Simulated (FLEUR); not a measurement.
# C (Fd-3m) in FLEUR: notebook

The runs below take C through band structure, equation of state, with PBE.

Program: FLEUR MaX-R8.1 (patched build s14). These are calculated values, not measurements. Logs are shortened: lines on timing, memory, paths and dates and some standing lists are left out, and cuts for length are marked.

**The experiment to reproduce.**

“Equation of state of cubic boron nitride at high pressures and temperatures”, 2007, arxiv:cond-mat/0702656 quotes, for a bulk crystal of C: bulk modulus 444.8 ± 0.8 GPa.

The runs below are set against these values where they give the same quantity.

## Step 1: Starting point

It takes space group Fd-3m (No. 227, cubic). Conventional cell: a = 3.567 Å, b = 3.567 Å, c = 3.567 Å, α = 90.00°, β = 90.00°, γ = 90.00°. C (site symmetry -43m) is surrounded by 4 C at 1.54 Å.

This isn't the form of C at room conditions, which is graphite.

## Step 2: Band structure, PBE

inp.xml reads:

```xml
<?xml version="1.0" encoding="UTF-8" standalone="no"?>
<fleurInput fleurInputVersion="0.39">
   <comment>
      C                                                                                                   
   </comment>
   <calculationSetup>
      <cutoffs Kmax="5.0" Gmax="25.0" GmaxXC="25.0" numbands="0"/>
      <scfLoop itmax="60" minDistance="0.00001" maxIterBroyd="15" imix="Anderson" alpha="0.05" precondParam="0.0" spinf="2.0"/>
      <coreElectrons ctail="T" frcor="F" kcrel="0" coretail_lmax="0"/>
      <xcFunctional name="pbe" relativisticCorrections="F"/>
      <magnetism jspins="1"/>
      <soc l_soc="F" theta="0.0" phi="0.0" spav="F"/>
      <expertModes spex="0" secvar="F"/>
      <geometryOptimization l_f="F" forcealpha="1.0" forcemix="BFGS" epsdisp="0.00001" epsforce="0.00001"/>
      <ldaU l_linMix="F" mixParam="0.05" spinf="1.0"/>
   </calculationSetup>
   <cell>
      <bzIntegration valenceElectrons="8.0" mode="hist" fermiSmearingEnergy="0.00183747">
         <kPointListSelection listName="default-1"/>
         <!-- k-points included here -->
         <xi:include xmlns:xi="http://www.w3.org/2001/XInclude" href="kpts.xml"> </xi:include>
      </bzIntegration>
      <!-- symmetry operations included here -->
      <xi:include xmlns:xi="http://www.w3.org/2001/XInclude" href="sym.xml"> </xi:include>
      <bulkLattice scale="1.0">
         <bravaisMatrix>
            <row-1>    0.0000000000000000     3.3700808788279017     3.3700808788279017</row-1>
            <row-2>    3.3700808788279017     0.0000000000000000     3.3700808788279017</row-2>
            <row-3>    3.3700808788279017     3.3700808788279017     0.0000000000000000</row-3>
         </bravaisMatrix>
      </bulkLattice>
   </cell>
   <atomSpecies>
      <species name="Carbon (C)" element="C" atomicNumber="6">
         <mtSphere radius="1.35" gridPoints="447" logIncrement="0.023"/>
         <atomicCutoffs lmax="7" lnonsphr="5"/>
         <electronConfig flipSpins="F">
            <coreConfig>(1s1/2)</coreConfig>
            <valenceConfig>(2s1/2) (2p1/2) (2p3/2)</valenceConfig>
            <stateOccupation state="(2p1/2)" spinUp="0.333333" spinDown="0.333333"/>
            <stateOccupation state="(2p3/2)" spinUp="0.666667" spinDown="0.666667"/>
         </electronConfig>
         <energyParameters s="2" p="2" d="3" f="4"/>
         <lo type="SCLO" l="0" n="2" eDeriv="2"/>
         <lo type="SCLO" l="1" n="2" eDeriv="2"/>
         <lo type="SCLO" l="2" n="3" eDeriv="2"/>
      </species>
   </atomSpecies>
   <atomGroups>
      <atomGroup species="Carbon (C)">
         <relPos label="                   1">-3.000/8.000 -3.000/8.000 -3.000/8.000</relPos>
         <relPos label="                   2">3.000/8.000 3.000/8.000 3.000/8.000</relPos>
         <force calculate="T" relaxXYZ="TTT"/>
      </atomGroup>
   </atomGroups>
   <output dos="F" band="F" slice="F">
      <checks vchk="F" cdinf="F"/>
      <bandDOS minEnergy="-.5*Htr" maxEnergy="0.5*Htr" sigma="0.015" storeEVData="T"/>
      <vacuumDOS vacdos="F" integ="F" star="F" nstars="0" locx1="0.0" locy1="0.0" locx2="0.0" locy2="0.0" nstm="0" tworkf="0.0"/>
      <unfoldingBand unfoldBand="F" supercellX="1" supercellY="1" supercellZ="1"/>
      <plotting iplot="0" polar="F">
         <plot TwoD="T" vec1="  1.0  0.0  0.0" vec2="  0.0  1.0  0.0" vec3="  0.0  0.0  1.0" zero="  0.0  0.0  0.0" file="plot"/>
      </plotting>
      <chargeDensitySlicing numkpt="0" minEigenval="0.0" maxEigenval="0.0" nnne="0" pallst="F"/>
      <specialOutput eonly="F"/>
      <magneticCircularDichroism mcd="F" energyLo="-10.0" energyUp="0.0"/>
   </output>
  <!-- We include the file relax.xml here to enable relaxations (see documentation) -->
  <xi:include xmlns:xi="http://www.w3.org/2001/XInclude" href="relax.xml"> <xi:fallback/> </xi:include>
</fleurInput>
```

crystal.txt reads:

```
C
&input cartesian=F /
0.0000000000  1.7833700000  1.7833700000
1.7833700000  0.0000000000  1.7833700000
1.7833700000  1.7833700000  0.0000000000
1.8897261246
1.0 1.0 1.0

2
6 0.7500000000  0.7500000000  0.7500000000
6 0.5000000000  0.5000000000  0.5000000000

&kpt div1=13 div2=13 div3=13 gamma=T /
```

inp.xml (bands) reads:

```
<?xml version="1.0" encoding="UTF-8" standalone="no"?>
<fleurInput fleurInputVersion="0.39">
   <comment>
      C                                                                                                   
   </comment>
   <calculationSetup>
      <cutoffs Kmax="5.0" Gmax="25.0" GmaxXC="25.0" numbands="0"/>
      <scfLoop itmax="60" minDistance="0.00001" maxIterBroyd="15" imix="Anderson" alpha="0.05" precondParam="0.0" spinf="2.0"/>
      <coreElectrons ctail="T" frcor="F" kcrel="0" coretail_lmax="0"/>
      <xcFunctional name="pbe" relativisticCorrections="F"/>
      <magnetism jspins="1"/>
      <soc l_soc="F" theta="0.0" phi="0.0" spav="F"/>
      <expertModes spex="0" secvar="F"/>
      <geometryOptimization l_f="F" forcealpha="1.0" forcemix="BFGS" epsdisp="0.00001" epsforce="0.00001"/>
      <ldaU l_linMix="F" mixParam="0.05" spinf="1.0"/>
   </calculationSetup>
   <cell>
      <bzIntegration valenceElectrons="8.0" mode="hist" fermiSmearingEnergy="0.00183747">
         <kPointListSelection listName="path-1"/>
         <!-- k-points included here -->
         <xi:include xmlns:xi="http://www.w3.org/2001/XInclude" href="kpts.xml"> </xi:include>
      </bzIntegration>
      <!-- symmetry operations included here -->
      <xi:include xmlns:xi="http://www.w3.org/2001/XInclude" href="sym.xml"> </xi:include>
      <bulkLattice scale="1.0">
         <bravaisMatrix>
            <row-1>    0.0000000000000000     3.3700808788279017     3.3700808788279017</row-1>
            <row-2>    3.3700808788279017     0.0000000000000000     3.3700808788279017</row-2>
            <row-3>    3.3700808788279017     3.3700808788279017     0.0000000000000000</row-3>
         </bravaisMatrix>
      </bulkLattice>
   </cell>
   <atomSpecies>
      <species name="Carbon (C)" element="C" atomicNumber="6">
         <mtSphere radius="1.35" gridPoints="447" logIncrement="0.023"/>
         <atomicCutoffs lmax="7" lnonsphr="5"/>
         <electronConfig flipSpins="F">
            <coreConfig>(1s1/2)</coreConfig>
            <valenceConfig>(2s1/2) (2p1/2) (2p3/2)</valenceConfig>
            <stateOccupation state="(2p1/2)" spinUp="0.333333" spinDown="0.333333"/>
            <stateOccupation state="(2p3/2)" spinUp="0.666667" spinDown="0.666667"/>
         </electronConfig>
         <energyParameters s="2" p="2" d="3" f="4"/>
         <lo type="SCLO" l="0" n="2" eDeriv="2"/>
         <lo type="SCLO" l="1" n="2" eDeriv="2"/>
         <lo type="SCLO" l="2" n="3" eDeriv="2"/>
      </species>
   </atomSpecies>
   <atomGroups>
      <atomGroup species="Carbon (C)">
         <relPos label="                   1">-3.000/8.000 -3.000/8.000 -3.000/8.000</relPos>
         <relPos label="                   2">3.000/8.000 3.000/8.000 3.000/8.000</relPos>
         <force calculate="T" relaxXYZ="TTT"/>
      </atomGroup>
   </atomGroups>
   <output dos="F" band="T" slice="F">
      <checks vchk="F" cdinf="F"/>
      <bandDOS minEnergy="-.5*Htr" maxEnergy="0.5*Htr" sigma="0.015" storeEVData="T"/>
      <vacuumDOS vacdos="F" integ="F" star="F" nstars="0" locx1="0.0" locy1="0.0" locx2="0.0" locy2="0.0" nstm="0" tworkf="0.0"/>
      <unfoldingBand unfoldBand="F" supercellX="1" supercellY="1" supercellZ="1"/>
      <plotting iplot="0" polar="F">
         <plot TwoD="T" vec1="  1.0  0.0  0.0" vec2="  0.0  1.0  0.0" vec3="  0.0  0.0  1.0" zero="  0.0  0.0  0.0" file="plot"/>
      </plotting>
      <chargeDensitySlicing numkpt="0" minEigenval="0.0" maxEigenval="0.0" nnne="0" pallst="F"/>
      <specialOutput eonly="F"/>
      <magneticCircularDichroism mcd="F" energyLo="-10.0" energyUp="0.0"/>
   </output>
  <!-- We include the file relax.xml here to enable relaxations (see documentation) -->
  <xi:include xmlns:xi="http://www.w3.org/2001/XInclude" href="relax.xml"> <xi:fallback/> </xi:include>
</fleurInput>
```

Potentials or basis: all-electron, FLAPW.

On the command line:

```sh
> inpgen -f crystal.txt -profile precise
> # inp.xml edited to the form shown
> fleur
> fleur   # second run, on inp.xml (bands)
```

What it wrote:

```text
Welcome to FLEUR        (www.flapw.de)
      MaX-Release 8.1          (www.max-centre.eu)

 ========== k-point set info ==========
 Selected k-point list: default-1
 k-point list type: mesh
 13 x 13 x 13
 Number of k points: 84

 ------------Calculation Setup---------------------------
 Number of OMP-threads    :            1
 Number of basis functions:          199
 Approximate size of matrices (H+S) per k-point:         0.001 GB
 --------------------------------------------------------
 Iteration:     1   Distance:      25.82443468 me/bohr^3
 Iteration:     2   Distance:      24.33747786 me/bohr^3
 Iteration:     3   Distance:       3.69025201 me/bohr^3
 Iteration:     4   Distance:       2.00350130 me/bohr^3
 Iteration:     5   Distance:       0.26214166 me/bohr^3
 Iteration:     6   Distance:       0.24656553 me/bohr^3
 Iteration:     7   Distance:       0.03476222 me/bohr^3
 Iteration:     8   Distance:       0.00602264 me/bohr^3
 Iteration:     9   Distance:       0.00170827 me/bohr^3
 Iteration:    10   Distance:       0.00003049 me/bohr^3
 Iteration:    11   Distance:       0.00008784 me/bohr^3
 Iteration:    12   Distance:       0.00000027 me/bohr^3

 ********************************************************************
 Run finished successfully
 Stop message:
   all done
 ********************************************************************
```

output (bands):

```text
Welcome to FLEUR        (www.flapw.de)
      MaX-Release 8.1          (www.max-centre.eu)

 ========== k-point set info ==========
 Selected k-point list: path-1
 k-point list type: path
 Number of k points: 60

 ------------Calculation Setup---------------------------
 Number of OMP-threads    :            1
 Number of basis functions:          200
 Approximate size of matrices (H+S) per k-point:         0.001 GB
 --------------------------------------------------------
 Fermi energy correction for insulators:
 No automatic correction of the Fermi energy has been performed.

 Note: Band structure data (together with different weights) is also stored in the banddos.hdf file.
       A convenient way of extracting and plotting the data from that file is by making use of the

 ********************************************************************
 Run finished successfully
 Stop message:
   Charge density postprocessing done.
 ********************************************************************
```

out.xml (last iteration):

```text
<iteration numberForCurrentRun="   12" overallNumber="   12">
         <energyParameters units="Htr">
            <atomicEP atomType="1" spin="1" branch="2s" branchLowest="-9.30" branchHighest="2.78" value="-0.2556041770"/>
            <atomicEP atomType="1" spin="1" branch="2p" branchLowest="-9.99" branchHighest="2.35" value="-0.0584792805"/>
            <atomicEP atomType="1" spin="1" branch="3d" branchLowest="-9.99" branchHighest="6.96" value="0.1449910026"/>
            <atomicEP atomType="1" spin="1" branch="4f" branchLowest="-9.99" branchHighest="11.64" value="0.3048064912"/>
            <loAtomicEP atomType="1" spin="1" branch="2s" branchLowest="-9.30" branchHighest="2.78" value="-0.2556041770"/>
            <loAtomicEP atomType="1" spin="1" branch="2p" branchLowest="-9.99" branchHighest="2.35" value="-0.0584928757"/>
            <loAtomicEP atomType="1" spin="1" branch="3d" branchLowest="-9.99" branchHighest="6.96" value="0.1449899926"/>
         </energyParameters>
         <eigenvalues>
            <eigenvaluesAt spin="1" ikpt="1" k_x="0.00000000" k_y="0.00000000" k_z="0.00000000">
                      -0.3227937111        0.4663317141        0.4663317141        0.4663317141        0.6722214137
                       0.6722214137        0.6722214137
            </eigenvaluesAt>
            <eigenvaluesAt spin="1" ikpt="2" k_x="0.00000000" k_y="0.00000000" k_z="0.07692308">
                      -0.3167744489        0.4272382552        0.4561127273        0.4561127273        0.6856229568
                       0.6856229568        0.6952529178
            </eigenvaluesAt>
            <eigenvaluesAt spin="1" ikpt="3" k_x="0.00000000" k_y="0.00000000" k_z="0.15384615">
                      -0.2987779757        0.3439756139        0.4330772776        0.4330772776        0.7160099437
                       0.7160099437        0.7329912232
            </eigenvaluesAt>
            <eigenvaluesAt spin="1" ikpt="4" k_x="0.00000000" k_y="0.00000000" k_z="0.23076923">
                      -0.2690203464        0.2484554300        0.4080845015        0.4080845015        0.7468155534
                       0.7468155534        0.7608373171
            </eigenvaluesAt>
         </eigenvalues>
         <bandgap value="4.1503913667" units="eV"/>
         <sumValenceSingleParticleEnergies value="1.0934123616" units="Htr"/>
         <FermiEnergy value="0.4663317141" units="Htr"/>
         <valenceDensity>
            <mtCharges spin="1">
               <mtCharge atomType="1" total="2.0956686" s="0.6510631" p="1.4086538" d="0.0321910" f="0.0031102"/>
            </mtCharges>
            <spinDependentCharge spin="1" total="8.0000000" interstitial="3.8086627" mtSpheres="4.1913373"/>
            <totalCharge value="8.0000000000"/>
         </valenceDensity>
         <coreStates atomType="     1" atomicNumber="  6" spin="1" kinEnergy="     31.9124740441" eigValSum="    -18.6026736235" lostElectrons=" 0.000183">
            <state n="1" l="0" j="0.5" energy="-9.3013368118" weight="1.0000000000"/>
         </coreStates>
         <allElectronCharges>
            <spinDependentCharge spin="1" total="12.0000000" interstitial="3.8090256" mtSpheres="8.1909744"/>
            <totalCharge value="11.9999999977"/>
         </allElectronCharges>
         <totalEnergy                                    value="      -76.1973147008" units="Htr">
            <sumOfEigenvalues                            value="      -36.1119348854">
               <coreElectrons value="-37.2053472470"/>
               <valenceElectrons value="1.0934123616"/>
            </sumOfEigenvalues>
            <densityCoulombPotentialIntegral value="-98.0864212962"/>
            <densityEffectivePotentialIntegral value="-112.0459697334"/>
            <chargeDenXCDenIntegral value="-10.8590068198"/>
            <FockExchangeEnergyValence value="0.0000000000"/>
            <FockExchangeEnergyCore value="0.0000000000"/>
            <atomTypeDependentContributions atomType="1">
               <electronNucleiInteractionDifferentMTs value="83.3932831438"/>
               <MadelungTerm value="-8.8358489370"/>
            </atomTypeDependentContributions>
            <tkbTimesEntropy value="0.0000000000"/>
            <freeEnergy value="-76.1973147008"/>
            <extrapolationTo0K value="-76.1973147008"/>
         </totalEnergy>
         <densityConvergence units="me/bohr^3">
            <chargeDensity spin="1" distance="0.0000002736"/>
         </densityConvergence>
      </iteration>
```

Run time: 12 s. Hardware: 1 thread of AMD EPYC 7B13 (Zen 3), shared host; peak memory 0.09 GiB.

What came out:

- Free energy: -2073.4346 eV
- Band gap on the k mesh: 4.15 eV, indirect (least direct gap 5.60 eV)
- Band gap along the path: 4.14 eV, indirect (least direct gap 5.60 eV)
- Valence electrons inside the program's atomic spheres: C 2.10 (radii C 1.35 bohr)

Levels at the corners of the path, in eV from the valence-band top:
| point | band 1 | band 2 | band 3 | band 4 | band 5 | band 6 | band 7 |
| --- | --- | --- | --- | --- | --- | --- | --- |
| Γ | -21.47 | 0.00 | 0.00 | 0.00 | 5.60 | 5.60 | 5.60 |
| X | -12.76 | -12.76 | -6.29 | -6.29 | 4.77 | 4.77 | 16.83 |
| W | -11.97 | -11.97 | -8.32 | -8.32 | 10.63 | 10.63 | 12.33 |
| K | -12.97 | -11.73 | -9.31 | -5.36 | 5.68 | 10.75 | 14.38 |
| Γ | -21.47 | 0.00 | 0.00 | 0.00 | 5.60 | 5.60 | 5.60 |
| L | -15.70 | -13.37 | -2.80 | -2.80 | 8.47 | 8.47 | 8.85 |
| U | -12.97 | -11.73 | -9.31 | -5.36 | 5.68 | 10.75 | 14.38 |
| W | -11.97 | -11.97 | -8.32 | -8.32 | 10.63 | 10.63 | 12.33 |
| L | -15.70 | -13.37 | -2.80 | -2.80 | 8.47 | 8.47 | 8.85 |
| K | -12.97 | -11.73 | -9.31 | -5.36 | 5.68 | 10.75 | 14.38 |
| U | -12.97 | -11.73 | -9.31 | -5.36 | 5.68 | 10.75 | 14.38 |
| X | -12.76 | -12.76 | -6.29 | -6.29 | 4.77 | 4.77 | 16.83 |

Core levels (eV from the Fermi level):
```
atom        levels
 1 C  1s1/2 -265.8
 2 C  1s1/2 -265.8
```

## Step 3: Equation of state, PBE, 5.33 Å³/atom (volume scaled by 0.94)

inp.xml, as its differences from that of step 2:

```diff
@@ -24,3 +24,3 @@
       <xi:include xmlns:xi="http://www.w3.org/2001/XInclude" href="sym.xml"> </xi:include>
-      <bulkLattice scale="1.0">
+      <bulkLattice scale="0.9795861087">
          <bravaisMatrix>
@@ -34,3 +34,3 @@
       <species name="Carbon (C)" element="C" atomicNumber="6">
-         <mtSphere radius="1.35" gridPoints="447" logIncrement="0.023"/>
+         <mtSphere radius="1.31" gridPoints="447" logIncrement="0.023"/>
          <atomicCutoffs lmax="7" lnonsphr="5"/>
```

Potentials or basis: all-electron, FLAPW.

On the command line:

```sh
> inpgen -f crystal.txt -profile precise
> # inp.xml edited to the form shown
> fleur
```

Wall time 10 s (1 thread of AMD EPYC 7B13 (Zen 3), shared host); peak memory 0.09 GiB.

Results (log left out):

```yaml
Free_energy: -2073.3529 eV
Band_gap_on_the_k_mesh: 4.29 eV, indirect (least direct gap 5.77 eV)
Valence_electrons_inside_the_program's_atomic_spheres: C 2.02 (radii C 1.31 bohr)
```

Caveat: an odd mesh through Γ misses points on the zone boundary, where band edges often lie.

## Step 4: Equation of state, PBE, 5.44 Å³/atom (volume scaled by 0.96)

inp.xml, as its differences from that of step 3:

```diff
@@ -24,3 +24,3 @@
       <xi:include xmlns:xi="http://www.w3.org/2001/XInclude" href="sym.xml"> </xi:include>
-      <bulkLattice scale="0.9795861087">
+      <bulkLattice scale="0.9864848297">
          <bravaisMatrix>
```

On the command line:

```sh
> inpgen -f crystal.txt -profile precise
> # inp.xml edited to the form shown
> fleur
```

It took 11 s on 1 thread of AMD EPYC 7B13 (Zen 3), shared host; peak memory 0.09 GiB.

It converged, with:

```yaml
Free_energy: -2073.3910 eV
Band_gap_on_the_k_mesh: 4.24 eV, indirect (least direct gap 5.72 eV)
Valence_electrons_inside_the_program's_atomic_spheres: C 2.00 (radii C 1.31 bohr)
```

Caveat: an odd mesh through Γ misses points on the zone boundary, where band edges often lie.

(Part 1 of 2 ends here.)
